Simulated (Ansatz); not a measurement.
Molecular dynamics of Rb7Cl8

Input file:

```yaml
crystal:
  lattice:
    - [0.0, 6.71262, 6.71262]
    - [6.71262, 0.0, 6.71262]
    - [6.71262, 6.71262, 0.0]
  atoms:
    - { symbol: Rb, position: [0.0, 0.0, 0.0] }
    - { symbol: Cl, position: [0.25, 0.25, 0.25] }
    - { symbol: Cl, position: [0.25, 0.25, 0.75] }
    - { symbol: Rb, position: [0.0, 0.5, 0.0] }
    - { symbol: Cl, position: [0.25, 0.75, 0.25] }
    - { symbol: Rb, position: [0.0, 0.5, 0.5] }
    - { symbol: Cl, position: [0.25, 0.75, 0.75] }
    - { symbol: Rb, position: [0.5, 0.0, 0.0] }
    - { symbol: Cl, position: [0.75, 0.25, 0.25] }
    - { symbol: Rb, position: [0.5, 0.0, 0.5] }
    - { symbol: Cl, position: [0.75, 0.25, 0.75] }
    - { symbol: Rb, position: [0.5, 0.5, 0.0] }
    - { symbol: Cl, position: [0.75, 0.75, 0.25] }
    - { symbol: Rb, position: [0.5, 0.5, 0.5] }
    - { symbol: Cl, position: [0.75, 0.75, 0.75] }
basis:
  ecutwfc: 420.0
kpoints:
  mp_grid: { grid: [1, 1, 1] }
hamiltonian:
  xc: pbe
scf:
  occupations: { method: fermi_dirac, width: 0.05 }
  lower_state_search: "off"
md:
  timestep: 2
  n_steps: 330
  ensemble: nve
  temperature: 2400.0
  initial_velocities: maxwell_boltzmann
  seed: 634823
```

Command:

```bash
$ ansatz run input.yaml --threads 1 --pin off --max-ram 3072MiB --backend cpu --events-out ev --progress --plain --runs-dir out
```

It starts from an unrelaxed structure (largest force component 0.21 eV/Å).

Output, in part (step lines):

```
md step     0: t =     0.00 fs  T =  2400.0 K  F+E_penalty+E_count = -31533.42475590 eV  E_kin = 4.343136 eV  conserved = -31529.08161993 eV  (12 SCF iters)
md step     1: t =     2.00 fs  T =  2394.6 K  F+E_penalty+E_count = -31533.41490248 eV  E_kin = 4.333285 eV  conserved = -31529.08161705 eV  (12 SCF iters)
md step     2: t =     4.00 fs  T =  2384.8 K  F+E_penalty+E_count = -31533.39719051 eV  E_kin = 4.315576 eV  conserved = -31529.08161425 eV  (12 SCF iters)
md step     3: t =     6.00 fs  T =  2370.7 K  F+E_penalty+E_count = -31533.37167494 eV  E_kin = 4.290064 eV  conserved = -31529.08161117 eV  (12 SCF iters)
md step     4: t =     8.00 fs  T =  2352.3 K  F+E_penalty+E_count = -31533.33842462 eV  E_kin = 4.256818 eV  conserved = -31529.08160712 eV  (12 SCF iters)
md step     5: t =    10.00 fs  T =  2329.7 K  F+E_penalty+E_count = -31533.29752749 eV  E_kin = 4.215924 eV  conserved = -31529.08160331 eV  (3 SCF iters)
md step     6: t =    12.00 fs  T =  2302.9 K  F+E_penalty+E_count = -31533.24909726 eV  E_kin = 4.167499 eV  conserved = -31529.08159805 eV  (4 SCF iters)
md step     7: t =    14.00 fs  T =  2272.1 K  F+E_penalty+E_count = -31533.19328148 eV  E_kin = 4.111692 eV  conserved = -31529.08158959 eV  (3 SCF iters)
[... lines left out ...]
md step   330: t =   660.00 fs  T =   992.0 K  F+E_penalty+E_count = -31530.87595522 eV  E_kin = 1.795135 eV  conserved = -31529.08081988 eV  (13 SCF iters)
```

The steps, from the saved trajectory:

| time (fs) | T (K) | potential energy less start (eV) | conserved less start (meV/atom) |
| --- | --- | --- | --- |
| 0.0 | 2400 | 0.000 | 0.00 |
| 22.0 | 2111 | 0.524 | 0.01 |
| 44.0 | 1488 | 1.651 | 0.05 |
| 66.0 | 1079 | 2.392 | 0.06 |
| 88.0 | 1046 | 2.450 | 0.04 |
| 110.0 | 1156 | 2.251 | 0.02 |
| 132.0 | 1126 | 2.305 | 0.03 |
| 154.0 | 1004 | 2.527 | 0.04 |
| 176.0 | 963 | 2.601 | 0.04 |
| 198.0 | 1043 | 2.455 | 0.03 |
| 220.0 | 1092 | 2.367 | 0.02 |
| 242.0 | 1036 | 2.469 | 0.04 |
| 264.0 | 1024 | 2.490 | 0.04 |
| 286.0 | 1073 | 2.402 | 0.03 |
| 308.0 | 1096 | 2.361 | 0.04 |
| 330.0 | 1204 | 2.165 | 0.04 |
| 352.0 | 1343 | 1.912 | 0.01 |
| 374.0 | 1275 | 2.036 | 0.03 |
| 396.0 | 1234 | 2.110 | 0.03 |
| 418.0 | 1232 | 2.113 | 0.02 |
| 440.0 | 1111 | 2.334 | 0.03 |
| 462.0 | 1031 | 2.479 | 0.04 |
| 484.0 | 1056 | 2.433 | 0.03 |
| 506.0 | 1079 | 2.391 | 0.03 |
| 528.0 | 1183 | 2.204 | 0.04 |
| 550.0 | 1345 | 1.908 | 0.00 |
| 572.0 | 1238 | 2.103 | 0.03 |
| 594.0 | 1236 | 2.107 | 0.04 |
| 616.0 | 1421 | 1.772 | -0.01 |
| 638.0 | 1170 | 2.226 | 0.03 |
| 660.0 | 992 | 2.549 | 0.05 |

The run went to its last step. The conserved energy stayed within 0.066 meV per atom of its start (net change 0.053 meV per atom), so the integration is sound. The temperature averaged 0.50 of the 2400 K drawn at the start: a run that starts near a minimum puts about half its kinetic energy into the potential. A run of 0.66 ps of so small a system gives no equilibrium averages. Limits of this set-up: coarse k mesh, odd electron count without spin.

Mean squared displacements from the first frame to the last, about the centre of mass: Rb 3.48 Å², Cl 3.80 Å².

Last frame:

```xyz
15
Lattice="0.0000 6.7126 6.7126 6.7126 0.0000 6.7126 6.7126 6.7126 0.0000" Properties=species:S:1:pos:R:3
Rb -1.296 -0.041 0.441
Cl 2.261 2.924 4.107
Cl 7.269 5.376 3.343
Rb 4.149 0.914 2.329
Cl 4.277 5.259 6.501
Rb 9.134 3.016 4.625
Cl 9.129 4.721 7.537
Rb 0.013 4.675 3.046
Cl 2.491 7.008 6.007
Rb 4.509 4.943 3.517
Cl 5.198 10.402 6.000
Rb 1.689 3.531 7.512
Cl 6.310 8.009 11.018
Rb 7.609 7.036 5.401
Cl 11.193 8.607 9.135
```

Time of the run: 10 min on 1 thread of AMD EPYC 7R13 Processor (Zen 3) (shared host), peak memory 0.64 GiB.
